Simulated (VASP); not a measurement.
# AlAs in VASP: a series of runs

Runs on AlAs. Level: PBE. Tasks: work function.

All numbers are computed with VASP 6.6.1; they aren't measurements. Logs are shortened: lines on timing, memory, paths and dates and some standing lists are left out, and cuts for length are marked.

### 1 The slab as given

The cell holds a slab with vacuum, 8 atoms: a = 4.003 Å, b = 4.003 Å, c = 25.622 Å, α = 90.00°, β = 90.00°, γ = 120.00°.

### 2 Work function, PBE

Input file INCAR:

```
  ALGO = Fast
  DIPOL = 0.5 0.5 0.500
  EDIFF = 1E-6
  EFIELD = 0
  ENCUT = 520
  GGA = PE
  IDIPOL = 3
  ISIF = 2
  ISMEAR = -1
  LASPH = T
  LCHARG = F
  LDIPOL = T
  LREAL = F
  LVACPOTAV = T
  LVHAR = T
  LWAVE = F
  NELM = 80
  PREC = Accurate
  SIGMA = 0.05
```

Input file KPOINTS:

```
k-points
0
Gamma
  8 8 1
```

Input file POSCAR:

```
AlAs
1.0
    4.0027900669      0.0000000000      0.0000000000
   -2.0013950335      3.4665178840      0.0000000000
    0.0000000000      0.0000000000     25.6218593124
As Al
4 4
Direct
    0.0000000000      0.0000000000      0.2927188034
    0.3333333333      0.6666666667      0.4202764629
    0.6666666667      0.3333333333      0.5478341223
    0.0000000000      0.0000000000      0.6753917817
    0.3333333333      0.6666666667      0.3246082183
    0.6666666667      0.3333333333      0.4521658777
    0.0000000000      0.0000000000      0.5797235371
    0.3333333333      0.6666666667      0.7072811966
```

Potentials or basis: VASP PAW PBE potentials, release 64 (As, Al).

Command:

```bash
> cat potpaw_PBE.64/As/POTCAR potpaw_PBE.64/Al/POTCAR > POTCAR
> mpirun -np 1 vasp_std > vasp.out
```

OUTCAR:

```text
EDIFF = 1E-6
   ENCUT = 520
   GGA = PE
   ISIF = 2
   ISMEAR = -1
   LASPH = T
   LREAL = F
   NELM = 80
   PREC = Accurate

 ion  position               nearest neighbor table
   1  0.000  0.000  0.293-   5 2.45   5 2.45   5 2.45
   2  0.333  0.667  0.420-   6 2.45   6 2.45   6 2.45   5 2.45
   3  0.667  0.333  0.548-   7 2.45   7 2.45   7 2.45   6 2.45
   4  0.000  0.000  0.675-   8 2.45   8 2.45   8 2.45   7 2.45
   5  0.333  0.667  0.325-   1 2.45   1 2.45   1 2.45   2 2.45
   6  0.667  0.333  0.452-   2 2.45   2 2.45   2 2.45   3 2.45
   7  0.000  0.000  0.580-   3 2.45   3 2.45   3 2.45   4 2.45
   8  0.333  0.667  0.707-   4 2.45   4 2.45   4 2.45

  LATTYP: Found a hexagonal cell.
 ALAT       =     4.0027900669
 C/A-ratio  =     6.4010000235

  Lattice vectors:

 A1 = (   4.0027900669,   0.0000000000,   0.0000000000)
 A2 = (  -2.0013950335,   3.4665178840,   0.0000000000)
 A3 = (   0.0000000000,   0.0000000000,  25.6218593124)

Analysis of symmetry for initial positions (statically):
=====================================================================
 Subroutine PRICEL returns:
 Original cell was already a primitive cell.

 Routine SETGRP: Setting up the symmetry group for a
 hexagonal supercell.

 Subroutine GETGRP returns: Found  6 space group operations
 (whereof  6 operations were pure point group operations)
 out of a pool of 24 trial point group operations.

The static configuration has the point symmetry C_3v.

Analysis of symmetry for dynamics (positions and initial velocities):
=====================================================================
 Subroutine PRICEL returns:
 Original cell was already a primitive cell.

 Routine SETGRP: Setting up the symmetry group for a
 hexagonal supercell.

 Subroutine GETGRP returns: Found  6 space group operations
 (whereof  6 operations were pure point group operations)
 out of a pool of 24 trial point group operations.

The dynamic configuration has the point symmetry C_3v.

 Subroutine INISYM returns: Found  6 space group operations
 (whereof  6 operations are pure point group operations),
 and found     1 'primitive' translations

----------------------------------------------------------------------------------------

                                     Primitive cell

  volume of cell :     355.5223

  direct lattice vectors                    reciprocal lattice vectors
     4.002790067  0.000000000  0.000000000     0.249825742  0.144236960  0.000000000
    -2.001395034  3.466517884  0.000000000     0.000000000  0.288473919  0.000000000
     0.000000000  0.000000000 25.621859312     0.000000000  0.000000000  0.039029174

  length of vectors
     4.002790067  4.002790067 25.621859312     0.288473919  0.288473919  0.039029174

  position of ions in fractional coordinates (direct lattice)
     0.000000000  0.000000000  0.292718803
     0.333333333  0.666666667  0.420276463
     0.666666667  0.333333333  0.547834122
     0.000000000  0.000000000  0.675391782
     0.333333333  0.666666667  0.324608218
     0.666666667  0.333333333  0.452165878
     0.000000000  0.000000000  0.579723537
     0.333333333  0.666666667  0.707281197

  ion indices of the primitive-cell ions
   primitive index   ion index
                 1           1
                 2           2
                 3           3
                 4           4
                 5           5
                 6           6
                 7           7
                 8           8

----------------------------------------------------------------------------------------

 KPOINTS: k-points

Automatic generation of k-mesh.
 Grid dimensions read from file:
 generate k-points for:    8    8    1

 Generating k-lattice:

  Cartesian coordinates                     Fractional coordinates (reciprocal lattice)
     0.031228218  0.018029620  0.000000000     0.125000000  0.000000000  0.000000000
     0.000000000  0.036059240  0.000000000     0.000000000  0.125000000  0.000000000
     0.000000000  0.000000000  0.039029174     0.000000000  0.000000000  1.000000000

  Length of vectors
     0.036059240  0.036059240  0.039029174

  Shift w.r.t. Gamma in fractional coordinates (k-lattice)
     0.000000000  0.000000000  0.000000000

 Subroutine IBZKPT returns following result:
 ===========================================

 Found     10 irreducible k-points:

 Following reciprocal coordinates:
            Coordinates               Weight
  0.000000  0.000000  0.000000      1.000000
  0.125000  0.000000  0.000000      6.000000
  0.250000  0.000000  0.000000      6.000000
  0.375000 -0.000000  0.000000      6.000000
  0.500000  0.000000  0.000000      3.000000
  0.125000  0.125000  0.000000      6.000000
  0.250000  0.125000  0.000000     12.000000
  0.375000  0.125000  0.000000     12.000000
  0.250000  0.250000  0.000000      6.000000
  0.375000  0.250000  0.000000      6.000000
   k-points           NKPTS =     10   k-points in BZ     NKDIM =     10   number of bands    NBANDS=     21
   number of dos      NEDOS =    301   number of ions     NIONS =      8
   total plane-waves  NPLWV = 172800
   dimension x,y,z NGX =    30 NGY =   30 NGZ =  192
   dimension x,y,z NGXF=    60 NGYF=   60 NGZF=  384
   ions per type =               4   4
   NGX,Y,Z   is equivalent  to a cutoff of  12.46, 12.46, 12.46 a.u.
   NGXF,Y,Z  is equivalent  to a cutoff of  24.92, 24.92, 24.92 a.u.
 SYSTEM =  unknown system
   PREC   = accura    normal or accurate (medium, high low for compatibility)
   ISTART =      0    job   : 0-new  1-cont  2-samecut
   ICHARG =      2    charge: 1-file 2-atom 10-const
   ISPIN  =      1    spin polarized calculation?
   LNONCOLLINEAR =      F non collinear calculations
   LSORBIT =      F    spin-orbit coupling
   LASPH  =      T    aspherical Exc in radial PAW
   ENCUT  =  520.0 eV  38.22 Ry    6.18 a.u.   7.44  7.44 47.64*2*pi/ulx,y,z
   NELM   =     80;   NELMIN=  2; NELMDL= -5     # of ELM steps
   EDIFF  = 0.1E-05   stopping-criterion for ELM
   LREAL  =      F    real-space projection
   EDIFFG = 0.1E-04   stopping-criterion for IOM
   NSW    =      0    number of steps for IOM
   IBRION =     -1    ionic relax: 0-MD 1-quasi-New 2-CG
   NFREE  =      0    steps in history (QN), initial steepest desc. (CG)
   ISIF   =      2    stress and relaxation
   ISYM   =      2    0-nonsym 1-usesym 2-fastsym
   POTIM  = 0.5000    time-step for ionic-motion
   TEBEG  =    0.0;   TEEND  =   0.0 temperature during run
   PSTRESS=    0.0 pullay stress
   NELECT =      32.0000    total number of electrons
   NUPDOWN=      -1.0000    fix difference up-down
   EMIN   =  10.00;   EMAX   =-10.00  energy-range for DOS
   EFERMI =   0.00;   METHOD = LEGACY
   ISMEAR =    -1;   SIGMA  =   0.05  broadening in eV -4-tet -1-fermi 0-gaus
   EFERMI_NEDOS =   21; number of points for ismear=-14 and -15
   IALGO  =     68    algorithm
   IMIX   =      4    mixing-type and parameters
     AMIX     =   0.40;   BMIX     =  1.00
     AMIX_MAG =   1.60;   BMIX_MAG =  1.00
  volume/ion in A,a.u.               =      44.44       299.90
  Fermi-wavevector in a.u.,A,eV,Ry     =   0.733673  1.386441  7.323690  0.538276
  Thomas-Fermi vector in A             =   1.826439
   LORBIT       =      0    0 simple, 1 ext, 2 COOP (PROOUT), +10 PAW based schemes
   GGA     = PE    functional components
   LHFCALC =     F    Hartree Fock is set to
   AEXX    =    0.0000 exact exchange contribution
   IVDW    =     0    specifies the selected vdW correction
   LEPSILON=     F    determine dielectric tensor
   LRPA    =     F    only Hartree local field effects (RPA)
 non-spin polarized calculation
 RMM-DIIS sequential band-by-band and
  energy-cutoff  :      520.00
  volume of cell :      355.52
 maximum number of plane-waves:      9641
 NGX is ok and might be reduce to    30
   NGX = 15   NGY = 15   NGZ = 95

 number of electron      31.9999998 magnetization

 dipolmoment           0.000000      0.000000     -0.178576 electrons x Angstroem

 Free energy of the ion-electron system (eV)
  ---------------------------------------------------
  ext. energy  EPLUGINS =         0.00000000
  ---------------------------------------------------
  free energy    TOTEN  =       -34.99351154 eV

  energy without entropy =      -34.92495999  energy(sigma->0) =      -34.95923576

 E-fermi :  -0.0492     XC(G=0):  -5.2149

 val. band max:       -0.0511157231   @ k =   0.1250   0.0000   0.0000
 cond. band min:      -0.0353610252   @ k =   0.3750   0.1250   0.0000
 fundamental gap:      0.0157546979
 Fermi energy:        -0.0492397549

 k-point     1 :       0.0000    0.0000    0.0000
  band No.  band energies     occupation
      1     -12.7783      2.00000
      2     -12.1118      2.00000
      3     -11.4683      2.00000
      4     -10.4419      2.00000
      5      -6.0265      2.00000
      6      -4.5806      2.00000
[... 13 lines left out ...]
     20       2.2912      0.00000
     21       2.8680      0.00000

 k-point     2 :       0.1250    0.0000    0.0000
  band No.  band energies     occupation
      1     -12.6499      2.00000
      2     -11.9899      2.00000
      3     -11.3514      2.00000
      4     -10.3237      2.00000
      5      -5.9345      2.00000
      6      -4.5664      2.00000
[... 13 lines left out ...]
     20       2.9522      0.00000
     21       3.4709      0.00000

 k-point     3 :       0.2500    0.0000    0.0000
  band No.  band energies     occupation
      1     -12.2950      2.00000
      2     -11.6590      2.00000
      3     -11.0380      2.00000
      4     -10.0061      2.00000
      5      -5.7989      2.00000
      6      -4.9639      2.00000
[... 13 lines left out ...]
     20       2.7570      0.00000
     21       3.0829      0.00000

 k-point     4 :       0.3750   -0.0000    0.0000
  band No.  band energies     occupation
      1     -11.8364      2.00000
      2     -11.2567      2.00000
      3     -10.6675      2.00000
      4      -9.6279      2.00000
      5      -6.1654      2.00000
      6      -5.8419      2.00000
[... 13 lines left out ...]
     20       2.2269      0.00000
     21       2.8972      0.00000

 k-point     5 :       0.5000    0.0000    0.0000
  band No.  band energies     occupation
      1     -11.5883      2.00000
      2     -11.0640      2.00000
      3     -10.4936      2.00000
      4      -9.4480      2.00000
      5      -6.5109      2.00000
      6      -6.2218      2.00000
[... 13 lines left out ...]
     20       1.8150      0.00000
     21       2.7887      0.00000

 k-point     6 :       0.1250    0.1250    0.0000
  band No.  band energies     occupation
      1     -12.4074      2.00000
      2     -11.7624      2.00000
      3     -11.1352      2.00000
      4     -10.1047      2.00000
      5      -5.8096      2.00000
      6      -4.7279      2.00000
[... 13 lines left out ...]
     20       3.0721      0.00000
     21       3.4802      0.00000

 k-point     7 :       0.2500    0.1250    0.0000
  band No.  band energies     occupation
      1     -11.9912      2.00000
      2     -11.3864      2.00000
      3     -10.7847      2.00000
      4      -9.7479      2.00000
      5      -5.8947      2.00000
      6      -5.4567      2.00000
[... 13 lines left out ...]
     20       2.9862      0.00000
     21       3.4724      0.00000

 k-point     8 :       0.3750    0.1250    0.0000
  band No.  band energies     occupation
      1     -11.6039      2.00000
      2     -11.0693      2.00000
      3     -10.4968      2.00000
      4      -9.4511      2.00000
      5      -6.3525      2.00000
      6      -6.0704      2.00000
[... 13 lines left out ...]
     20       2.5803      0.00000
     21       3.0605      0.00000

 k-point     9 :       0.2500    0.2500    0.0000
  band No.  band energies     occupation
      1     -11.6189      2.00000
      2     -11.0748      2.00000
      3     -10.5000      2.00000
      4      -9.4543      2.00000
      5      -6.1458      2.00000
      6      -5.8794      2.00000
[... 13 lines left out ...]
     20       3.3703      0.00000
     21       3.6710      0.00000

 k-point    10 :       0.3750    0.2500    0.0000
  band No.  band energies     occupation
      1     -11.4314      2.00000
      2     -10.9342      2.00000
      3     -10.3713      2.00000
      4      -9.3196      2.00000
      5      -6.2908      2.00000
      6      -6.0510      2.00000
[... 13 lines left out ...]
     20       3.1385      0.00000
     21       3.5574      0.00000

------------------------ aborting loop because EDIFF is reached ----------------------------------------

  FORCE on cell =-STRESS in cart. coord.  units (eV):
  Direction    XX          YY          ZZ          XY          YZ          ZX
  --------------------------------------------------------------------------------------
  -------------------------------------------------------------------------------------
  Total        2.1311594      2.1311594      4.1948648     -0.0000000      0.0000000      0.0000000
  in kB        9.6041649      9.6041649     18.9043455     -0.0000000      0.0000000      0.0000000
  external PRESSURE =      12.7042251 kB  Pullay stress =       0.0000000 kB

 VOLUME and BASIS-vectors are now :
 -----------------------------------------------------------------------------
  energy-cutoff  :      520.00
  volume of cell :      355.52
      direct lattice vectors                 reciprocal lattice vectors
     4.002790067  0.000000000  0.000000000     0.249825742  0.144236960  0.000000000
    -2.001395034  3.466517884  0.000000000     0.000000000  0.288473919  0.000000000
     0.000000000  0.000000000 25.621859312     0.000000000  0.000000000  0.039029174

 POSITION                                       TOTAL-FORCE (eV/Angst)
 -----------------------------------------------------------------------------------
      0.00000      0.00000      7.50000         0.000000      0.000000     -0.119780
     -0.00000      2.31101     10.76826        -0.000000      0.000000      0.520290
      2.00140      1.15551     14.03653         0.000000     -0.000000      0.429860
      0.00000      0.00000     17.30479         0.000000      0.000000      0.702936
     -0.00000      2.31101      8.31707        -0.000000     -0.000000     -0.470327
      2.00140      1.15551     11.58533         0.000000      0.000000     -0.437012
      0.00000      0.00000     14.85359        -0.000000      0.000000     -0.490826
     -0.00000      2.31101     18.12186         0.000000      0.000000     -0.135142
 -----------------------------------------------------------------------------------
    total drift:                                0.000001     -0.000001     -0.000131

  FREE ENERGIE OF THE ION-ELECTRON SYSTEM (eV)
  ---------------------------------------------------
  free  energy   TOTEN  =       -34.9935115363 eV

  energy  without entropy=      -34.9249599919  energy(sigma->0) =      -34.95923576

 vacuum level on the upper side and lower side of the slab         3.503         5.832
```

Wall time 2.5 min (1 thread of Intel Xeon Platinum 8488C (Sapphire Rapids), shared host); peak memory 0.42 GiB.

Results:

```yaml
Free_energy: -34.9935 eV
Largest_force: 0.703 eV/Å
Band_gap_on_the_k_mesh: none (metal or under the smearing width)
Work_function_of_the_upper_face: 3.55 eV
Work_function_of_the_lower_face: 5.88 eV
```

Forces in eV/Å, atoms in the order of the input:
```
As   0.000  0.000 -0.120
As   0.000  0.000  0.520
As   0.000  0.000  0.430
As   0.000  0.000  0.703
Al   0.000  0.000 -0.470
Al   0.000  0.000 -0.437
Al   0.000  0.000 -0.491
Al   0.000  0.000 -0.135
```

Levels at points of the mesh, in eV from the Fermi level:
| k point | band 12 | band 13 | band 14 | band 15 | band 16 | band 17 | band 18 | band 19 | band 20 | band 21 |
| --- | --- | --- | --- | --- | --- | --- | --- | --- | --- | --- |
| (0.00, 0.00, 0.00) | -0.70 | -0.70 | -0.62 | 0.19 | 0.19 | 0.30 | 1.25 | 1.83 | 2.34 | 2.92 |
| (0.50, 0.00, 0.00) | -2.39 | -2.12 | -1.77 | -0.87 | -0.36 | 0.05 | 0.91 | 1.73 | 1.86 | 2.84 |

(Part 1 of 4 ends here.)
